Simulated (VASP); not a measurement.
# MgO (Periclase) (Fm-3m) in VASP: notebook

Runs on MgO (Periclase). Level: PBE. Tasks: relaxation of cell and atoms, relaxation of the atoms.

Program: VASP 6.6.1. These are calculated values, not measurements. Logs are shortened: lines on timing, memory, paths and dates and some standing lists are left out, and cuts for length are marked.

**What was measured.**

“Electronic structure of alkaline earth and post-transition metal oxides”, 2009, arxiv:0908.1581 quotes, for a bulk crystal of MgO: band gap 7.83 eV.

The runs below are set against these values where they give the same quantity.

### 1 The crystal as given

Symmetry: Fm-3m, No. 225, cubic system. Conventional cell: a = 4.245 Å, b = 4.245 Å, c = 4.245 Å, α = 90.00°, β = 90.00°, γ = 90.00°. Around Mg (site symmetry m-3m) lie 6 O at 2.12 Å. Around O (site symmetry m-3m) lie 6 Mg at 2.12 Å.

### 2 Relaxation of cell and atoms, PBE

Contents of INCAR:

```
SYSTEM = MgO
  PREC = Accurate
  ENCUT = 600
  EDIFF = 1E-7
  ISMEAR = 0
  SIGMA = 0.03
  LREAL = .FALSE.
  LASPH = .TRUE.
  NELM = 80
  ALGO = Normal
  ISIF = 3
  LWAVE = .FALSE.
  LCHARG = .FALSE.
  GGA = PE
  IBRION = 2
  NSW = 90
  EDIFFG = -0.005
```

Contents of KPOINTS:

```
Automatic mesh
0
G
  12 12 12
  0 0 0
```

Contents of POSCAR:

```
MgO                                     
1.0
   -0.0000000000      2.1224813280      2.1224813280
    2.1224813280      0.0000000000      2.1224813280
    2.1224813280      2.1224813280     -0.0000000000
  Mg              O             
     1     1
Direct
     0.0000000000000000    0.0000000000000000    0.0000000000000000
     0.5000000000000000    0.5000000000000000    0.5000000000000000
```

Potentials or basis: VASP PAW PBE potentials, release 64 (Mg, O).

The run is started by

```sh
> cat potpaw_PBE.64/Mg/POTCAR potpaw_PBE.64/O/POTCAR > POTCAR
> mpirun -np 1 vasp_std > vasp.out
```

OUTCAR:

```text
SYSTEM = MgO
   PREC = Accurate
   ENCUT = 600
   EDIFF = 1E-7
   ISMEAR = 0
   LREAL = .FALSE.
   LASPH = .TRUE.
   NELM = 80
   ISIF = 3
   GGA = PE
   IBRION = 2
   NSW = 90
   EDIFFG = -0.005

 ion  position               nearest neighbor table
   1  0.000  0.000  0.000-   2 2.12   2 2.12   2 2.12   2 2.12   2 2.12   2 2.12
   2  0.500  0.500  0.500-   1 2.12   1 2.12   1 2.12   1 2.12   1 2.12   1 2.12

  LATTYP: Found a face centered cubic cell.
 ALAT       =     4.2449626560

  Lattice vectors:

 A1 = (   0.0000000000,   2.1224813280,   2.1224813280)
 A2 = (   2.1224813280,   0.0000000000,   2.1224813280)
 A3 = (   2.1224813280,   2.1224813280,   0.0000000000)

Analysis of symmetry for initial positions (statically):
=====================================================================
 Subroutine PRICEL returns:
 Original cell was already a primitive cell.

 Routine SETGRP: Setting up the symmetry group for a
 face centered cubic supercell.

 Subroutine GETGRP returns: Found 48 space group operations
 (whereof 48 operations were pure point group operations)
 out of a pool of 48 trial point group operations.

The static configuration has the point symmetry O_h .

Analysis of symmetry for dynamics (positions and initial velocities):
=====================================================================
 Subroutine PRICEL returns:
 Original cell was already a primitive cell.

 Routine SETGRP: Setting up the symmetry group for a
 face centered cubic supercell.

 Subroutine GETGRP returns: Found 48 space group operations
 (whereof 48 operations were pure point group operations)
 out of a pool of 48 trial point group operations.

The dynamic configuration has the point symmetry O_h .

 Subroutine INISYM returns: Found 48 space group operations
 (whereof 48 operations are pure point group operations),
 and found     1 'primitive' translations

----------------------------------------------------------------------------------------

                                     Primitive cell

  volume of cell :      19.1232

  direct lattice vectors                    reciprocal lattice vectors
     0.000000000  2.122481328  2.122481328    -0.235573333  0.235573333  0.235573333
     2.122481328  0.000000000  2.122481328     0.235573333 -0.235573333  0.235573333
[... 90 lines left out ...]
   NFREE  =      1    steps in history (QN), initial steepest desc. (CG)
   ISIF   =      3    stress and relaxation
   ISYM   =      2    0-nonsym 1-usesym 2-fastsym
   POTIM  = 0.5000    time-step for ionic-motion
   TEBEG  =    0.0;   TEEND  =   0.0 temperature during run
   PSTRESS=    0.0 pullay stress
   NELECT =       8.0000    total number of electrons
   NUPDOWN=      -1.0000    fix difference up-down
   EMIN   =  10.00;   EMAX   =-10.00  energy-range for DOS
   EFERMI =   0.00;   METHOD = LEGACY
   ISMEAR =     0;   SIGMA  =   0.03  broadening in eV -4-tet -1-fermi 0-gaus
   EFERMI_NEDOS =   21; number of points for ismear=-14 and -15
   IALGO  =     38    algorithm
   IMIX   =      4    mixing-type and parameters
     AMIX     =   0.40;   BMIX     =  1.00
     AMIX_MAG =   1.60;   BMIX_MAG =  1.00
  volume/ion in A,a.u.               =       9.56        64.53
  Fermi-wavevector in a.u.,A,eV,Ry     =   1.224384  2.313750 20.396711  1.499116
  Thomas-Fermi vector in A             =   2.359460
   LORBIT       =      0    0 simple, 1 ext, 2 COOP (PROOUT), +10 PAW based schemes
   GGA     = PE    functional components
   LHFCALC =     F    Hartree Fock is set to
   AEXX    =    0.0000 exact exchange contribution
   IVDW    =     0    specifies the selected vdW correction
   LEPSILON=     F    determine dielectric tensor
   LRPA    =     F    only Hartree local field effects (RPA)
 conjugate gradient relaxation of ions
 non-spin polarized calculation
 Gauss-broadening in eV      SIGMA  =   0.03
  energy-cutoff  :      600.00
  volume of cell :       19.12
 maximum number of plane-waves:       650
   NGX = 11   NGY = 11   NGZ = 11

 number of electron       8.0000004 magnetization

 Free energy of the ion-electron system (eV)
  ---------------------------------------------------
  ext. energy  EPLUGINS =         0.00000000
  ---------------------------------------------------
  free energy    TOTEN  =       -11.91497865 eV

  energy without entropy =      -11.91497865  energy(sigma->0) =      -11.91497865

 E-fermi :   3.2409     XC(G=0): -10.9682

 val. band max:        3.0120201121   @ k =   0.0000   0.0000   0.0000
 cond. band min:       7.5157886826   @ k =   0.0000   0.0000   0.0000
 fundamental gap:      4.5037685705
 Fermi energy:         3.2408554497

 k-point     1 :       0.0000    0.0000    0.0000
  band No.  band energies     occupation
      1     -14.1326      2.00000
      2       3.0120      2.00000
      3       3.0120      2.00000
      4       3.0120      2.00000
      5       7.5158      0.00000
      6      18.6817      0.00000
      7      18.6817      0.00000
      8      18.6817      0.00000
[... 243 lines left out ...]
 k-point    24 :      -0.4167    0.1667    0.0000
  band No.  band energies     occupation
      1     -12.8243      2.00000
      2      -1.1074      2.00000
      3       1.4782      2.00000
      4       2.2579      2.00000
      5      11.9025      0.00000
      6      15.1288      0.00000
      7      16.9606      0.00000
      8      19.6909      0.00000

 [... further k-points ...]

------------------------ aborting loop because EDIFF is reached ----------------------------------------

  FORCE on cell =-STRESS in cart. coord.  units (eV):
  Direction    XX          YY          ZZ          XY          YZ          ZX
  --------------------------------------------------------------------------------------
  -------------------------------------------------------------------------------------
  Total       -0.0039471     -0.0039471     -0.0039471      0.0000000      0.0000000      0.0000000
  in kB       -0.3306921     -0.3306921     -0.3306921      0.0000000      0.0000000      0.0000000
  external PRESSURE =      -0.3306921 kB  Pullay stress =       0.0000000 kB

 VOLUME and BASIS-vectors are now :
 -----------------------------------------------------------------------------
  energy-cutoff  :      600.00
  volume of cell :       19.12
      direct lattice vectors                 reciprocal lattice vectors
     0.000000000  2.122481328  2.122481328    -0.235573333  0.235573333  0.235573333
     2.122481328  0.000000000  2.122481328     0.235573333 -0.235573333  0.235573333
     2.122481328  2.122481328  0.000000000     0.235573333  0.235573333 -0.235573333

 POSITION                                       TOTAL-FORCE (eV/Angst)
 -----------------------------------------------------------------------------------
      0.00000      0.00000      0.00000         0.000000      0.000000      0.000000
      2.12248      2.12248      2.12248        -0.000000     -0.000000     -0.000000
 -----------------------------------------------------------------------------------
    total drift:                               -0.000000     -0.000000      0.000000

  FREE ENERGIE OF THE ION-ELECTRON SYSTEM (eV)
  ---------------------------------------------------
  free  energy   TOTEN  =       -11.9149786477 eV

  energy  without entropy=      -11.9149786477  energy(sigma->0) =      -11.91497865

 reached required accuracy - stopping structural energy minimisation
```

OSZICAR:

```text
N       E                     dE             d eps       ncg     rms          rms(c)
DAV:   1     0.187066335651E+02    0.18707E+02   -0.52000E+03  1312   0.100E+03
DAV:   2    -0.129457061278E+02   -0.31652E+02   -0.28779E+02  1408   0.150E+02
DAV:   3    -0.134692950990E+02   -0.52359E+00   -0.52359E+00  1456   0.226E+01
DAV:   4    -0.134702196966E+02   -0.92460E-03   -0.92460E-03  1608   0.896E-01
DAV:   5    -0.134702204490E+02   -0.75232E-06   -0.75232E-06  1488   0.175E-02    0.719E+00
DAV:   6    -0.119366656266E+02    0.15336E+01   -0.10243E+01  1152   0.225E+01    0.232E+00
DAV:   7    -0.119208209942E+02    0.15845E-01   -0.52522E-02  1232   0.276E+00    0.132E+00
DAV:   8    -0.119149876179E+02    0.58334E-02   -0.26277E-02  1152   0.247E+00    0.165E-01
DAV:   9    -0.119148693097E+02    0.11831E-03   -0.48480E-04  1696   0.200E-01    0.741E-02
DAV:  10    -0.119149785539E+02   -0.10924E-03   -0.13473E-04  1184   0.126E-01    0.551E-03
DAV:  11    -0.119149786970E+02   -0.14310E-06   -0.98810E-07  1752   0.930E-03    0.315E-03
DAV:  12    -0.119149786477E+02    0.49319E-07   -0.45808E-07  1208   0.626E-03
   1 F= -.11914979E+02 E0= -.11914979E+02  d E =-.119150E+02
```

It took 4.2 s on 1 thread of Intel Xeon 6975P-C (Granite Rapids), shared host; peak memory 0.14 GiB.

Results:

- Free energy: -11.9150 eV
- Pressure after relaxing: 0.0 GPa
- Band gap on the k mesh: 4.50 eV, direct

Final structure:
```
Mg O
1.0
     0.00000    2.12248    2.12248
     2.12248    0.00000    2.12248
     2.12248    2.12248    0.00000
Mg O
1 1
Cartesian
  0.0000 0.0000 0.0000
  2.1225 2.1225 2.1225
```

Caveat: the relaxation stopped at its first step, so nothing moved. Expect the measured gap to be larger: semilocal functionals such as PBE lack the derivative discontinuity.

### 3 Relaxation of the atoms, PBE (a relaxed cell with its volume scaled by 0.94)

INCAR, as its differences from that of step 2:

```diff
@@ -10,3 +10,3 @@
   ALGO = Normal
-  ISIF = 3
+  ISIF = 2
   LWAVE = .FALSE.
@@ -15,3 +15,3 @@
   IBRION = 2
-  NSW = 90
-  EDIFFG = -0.005
+  NSW = 40
+  EDIFFG = -0.01
```

KPOINTS is that of step 2.

Contents of POSCAR:

```
MgO                                     
1.0
    0.0000000000      2.0791532249      2.0791532249
    2.0791532249      0.0000000000      2.0791532249
    2.0791532249      2.0791532249      0.0000000000
  Mg              O             
     1     1
Direct
     0.0000000000000000    0.0000000000000000    0.0000000000000000
     0.5000000000000000    0.5000000000000000    0.5000000000000000
```

Potentials or basis: VASP PAW PBE potentials, release 64 (Mg, O).

The run is started by

```sh
> cat potpaw_PBE.64/Mg/POTCAR potpaw_PBE.64/O/POTCAR > POTCAR
> mpirun -np 1 vasp_std > vasp.out
```

It took 3.8 s on 1 thread of Intel Xeon 6975P-C (Granite Rapids), shared host; peak memory 0.15 GiB.

It converged, with:

```yaml
Free_energy: -11.8759 eV
Pressure_after_relaxing: 10.7 GPa
Band_gap_on_the_k_mesh: 5.11 eV, direct
```

Final structure:
```yaml
crystal:
  lattice:
    - [0.00000, 2.07915, 2.07915]
    - [2.07915, 0.00000, 2.07915]
    - [2.07915, 2.07915, 0.00000]
  atoms:
    - { symbol: Mg, position: [0.00000, 0.00000, 0.00000] }
    - { symbol: O, position: [0.50000, 0.50000, 0.50000] }
```

Levels at points of the mesh, in eV from the valence-band top:
```tsv
k point	band 2	band 3	band 4	band 5	band 6	band 7
(0.00, 0.00, 0.00)	0.00	0.00	0.00	5.11	16.02	16.02
(0.50, 0.00, 0.00)	-4.79	-0.70	-0.70	8.15	13.05	16.71
(0.50, 0.50, 0.00)	-4.24	-1.40	-1.40	9.17	10.40	13.52
```

Caveat: the relaxation stopped at its first step, so nothing moved. A k mesh can miss the band edges.

### 4 Relaxation of the atoms, PBE (a relaxed cell with its volume scaled by 0.96)

INCAR is that of step 3.

KPOINTS is that of step 3.

Contents of POSCAR:

```
MgO                                     
1.0
    0.0000000000      2.0937956315      2.0937956315
    2.0937956315      0.0000000000      2.0937956315
    2.0937956315      2.0937956315      0.0000000000
  Mg              O             
     1     1
Direct
     0.0000000000000000    0.0000000000000000    0.0000000000000000
     0.5000000000000000    0.5000000000000000    0.5000000000000000
```

Potentials or basis: VASP PAW PBE potentials, release 64 (Mg, O).

The run is started by

```sh
> cat potpaw_PBE.64/Mg/POTCAR potpaw_PBE.64/O/POTCAR > POTCAR
> mpirun -np 1 vasp_std > vasp.out
```

OUTCAR:

```text
SYSTEM = MgO
   PREC = Accurate
   ENCUT = 600
   EDIFF = 1E-7
   ISMEAR = 0
   LREAL = .FALSE.
   LASPH = .TRUE.
   NELM = 80
   ISIF = 2
   GGA = PE
   IBRION = 2
   NSW = 40
   EDIFFG = -0.01

 ion  position               nearest neighbor table
   1  0.000  0.000  0.000-   2 2.09   2 2.09   2 2.09   2 2.09   2 2.09   2 2.09
   2  0.500  0.500  0.500-   1 2.09   1 2.09   1 2.09   1 2.09   1 2.09   1 2.09

  LATTYP: Found a face centered cubic cell.
 ALAT       =     4.1875912630

  Lattice vectors:

 A1 = (   0.0000000000,   2.0937956315,   2.0937956315)
 A2 = (   2.0937956315,   0.0000000000,   2.0937956315)
 A3 = (   2.0937956315,   2.0937956315,   0.0000000000)

Analysis of symmetry for initial positions (statically):
=====================================================================
 Subroutine PRICEL returns:
 Original cell was already a primitive cell.

 Routine SETGRP: Setting up the symmetry group for a
 face centered cubic supercell.

 Subroutine GETGRP returns: Found 48 space group operations
 (whereof 48 operations were pure point group operations)
 out of a pool of 48 trial point group operations.

The static configuration has the point symmetry O_h .

Analysis of symmetry for dynamics (positions and initial velocities):
=====================================================================
 Subroutine PRICEL returns:
 Original cell was already a primitive cell.

 Routine SETGRP: Setting up the symmetry group for a
 face centered cubic supercell.

 Subroutine GETGRP returns: Found 48 space group operations
 (whereof 48 operations were pure point group operations)
[... 120 lines left out ...]
   IMIX   =      4    mixing-type and parameters
     AMIX     =   0.40;   BMIX     =  1.00
     AMIX_MAG =   1.60;   BMIX_MAG =  1.00
  volume/ion in A,a.u.               =       9.18        61.94
  Fermi-wavevector in a.u.,A,eV,Ry     =   1.241158  2.345449 20.959423  1.540474
  Thomas-Fermi vector in A             =   2.375568
   LORBIT       =      0    0 simple, 1 ext, 2 COOP (PROOUT), +10 PAW based schemes
   GGA     = PE    functional components
   LHFCALC =     F    Hartree Fock is set to
   AEXX    =    0.0000 exact exchange contribution
   IVDW    =     0    specifies the selected vdW correction
   LEPSILON=     F    determine dielectric tensor
   LRPA    =     F    only Hartree local field effects (RPA)
 conjugate gradient relaxation of ions
 non-spin polarized calculation
 Gauss-broadening in eV      SIGMA  =   0.03
  energy-cutoff  :      600.00
  volume of cell :       18.36
 maximum number of plane-waves:       625
   NGX = 11   NGY = 11   NGZ = 11

 number of electron       8.0000003 magnetization

 Free energy of the ion-electron system (eV)
  ---------------------------------------------------
  ext. energy  EPLUGINS =         0.00000000
  ---------------------------------------------------
  free energy    TOTEN  =       -11.89759035 eV

  energy without entropy =      -11.89759035  energy(sigma->0) =      -11.89759035

 E-fermi :   3.4732     XC(G=0): -11.1614

 val. band max:        3.3171702202   @ k =   0.0000   0.0000   0.0000
 cond. band min:       8.2171807565   @ k =   0.0000   0.0000   0.0000
 fundamental gap:      4.9000105363
 Fermi energy:         3.4732433638

 k-point     1 :       0.0000    0.0000    0.0000
  band No.  band energies     occupation
      1     -14.0358      2.00000
      2       3.3172      2.00000
      3       3.3172      2.00000
      4       3.3172      2.00000
      5       8.2172      0.00000
      6      19.2187      0.00000
      7      19.2187      0.00000
      8      19.2187      0.00000
[... 243 lines left out ...]
 k-point    24 :      -0.4167    0.1667    0.0000
  band No.  band energies     occupation
      1     -12.6194      2.00000
      2      -0.9665      2.00000
      3       1.7066      2.00000
      4       2.5146      2.00000
      5      12.4922      0.00000
      6      15.8548      0.00000
      7      17.6992      0.00000
      8      20.4644      0.00000

 [... further k-points ...]

------------------------ aborting loop because EDIFF is reached ----------------------------------------

  FORCE on cell =-STRESS in cart. coord.  units (eV):
  Direction    XX          YY          ZZ          XY          YZ          ZX
  --------------------------------------------------------------------------------------
  -------------------------------------------------------------------------------------
  Total        0.7734456      0.7734456      0.7734456      0.0000000      0.0000000     -0.0000000
  in kB       67.5005782     67.5005782     67.5005782      0.0000000      0.0000000     -0.0000000
  external PRESSURE =      67.5005782 kB  Pullay stress =       0.0000000 kB

 VOLUME and BASIS-vectors are now :
 -----------------------------------------------------------------------------
  energy-cutoff  :      600.00
  volume of cell :       18.36
      direct lattice vectors                 reciprocal lattice vectors
     0.000000000  2.093795631  2.093795631    -0.238800766  0.238800766  0.238800766
     2.093795631  0.000000000  2.093795631     0.238800766 -0.238800766  0.238800766
     2.093795631  2.093795631  0.000000000     0.238800766  0.238800766 -0.238800766

 POSITION                                       TOTAL-FORCE (eV/Angst)
 -----------------------------------------------------------------------------------
      0.00000      0.00000      0.00000         0.000000      0.000000      0.000000
      2.09380      2.09380      2.09380        -0.000000     -0.000000      0.000000
 -----------------------------------------------------------------------------------
    total drift:                               -0.000000     -0.000000      0.000000

  FREE ENERGIE OF THE ION-ELECTRON SYSTEM (eV)
  ---------------------------------------------------
  free  energy   TOTEN  =       -11.8975903520 eV

  energy  without entropy=      -11.8975903520  energy(sigma->0) =      -11.89759035

 reached required accuracy - stopping structural energy minimisation
```

OSZICAR:

```text
N       E                     dE             d eps       ncg     rms          rms(c)
DAV:   1     0.210207475073E+02    0.21021E+02   -0.52889E+03  1280   0.100E+03
DAV:   2    -0.129235795756E+02   -0.33944E+02   -0.32099E+02  1352   0.158E+02
DAV:   3    -0.134588092798E+02   -0.53523E+00   -0.53523E+00  1464   0.233E+01
DAV:   4    -0.134596063048E+02   -0.79702E-03   -0.79702E-03  1568   0.866E-01
DAV:   5    -0.134596069880E+02   -0.68324E-06   -0.68324E-06  1568   0.174E-02    0.723E+00
DAV:   6    -0.119165648040E+02    0.15430E+01   -0.99136E+00  1152   0.225E+01    0.225E+00
DAV:   7    -0.119028504210E+02    0.13714E-01   -0.39771E-02  1232   0.255E+00    0.132E+00
DAV:   8    -0.118975633242E+02    0.52871E-02   -0.23636E-02  1168   0.237E+00    0.151E-01
DAV:   9    -0.118974869734E+02    0.76351E-04   -0.41481E-04  1688   0.182E-01    0.694E-02
DAV:  10    -0.118975903138E+02   -0.10334E-03   -0.12000E-04  1200   0.120E-01    0.533E-03
DAV:  11    -0.118975904202E+02   -0.10645E-06   -0.59575E-07  1672   0.831E-03    0.264E-03
DAV:  12    -0.118975903520E+02    0.68221E-07   -0.33225E-07  1304   0.528E-03
   1 F= -.11897590E+02 E0= -.11897590E+02  d E =-.118976E+02
```

Wall time 4.2 s (1 thread of Intel Xeon 6975P-C (Granite Rapids), shared host); peak memory 0.14 GiB.

What came out:

```yaml
Free_energy: -11.8976 eV
Pressure_after_relaxing: 6.8 GPa
Band_gap_on_the_k_mesh: 4.90 eV, direct
```

Final structure:
```
Mg O
1.0
     0.00000    2.09380    2.09380
     2.09380    0.00000    2.09380
     2.09380    2.09380    0.00000
Mg O
1 1
Cartesian
  0.0000 0.0000 0.0000
  2.0938 2.0938 2.0938
```

Caveat: the relaxation stopped at its first step, so nothing moved. A k mesh can miss the band edges.

[end of part 1 of 2]
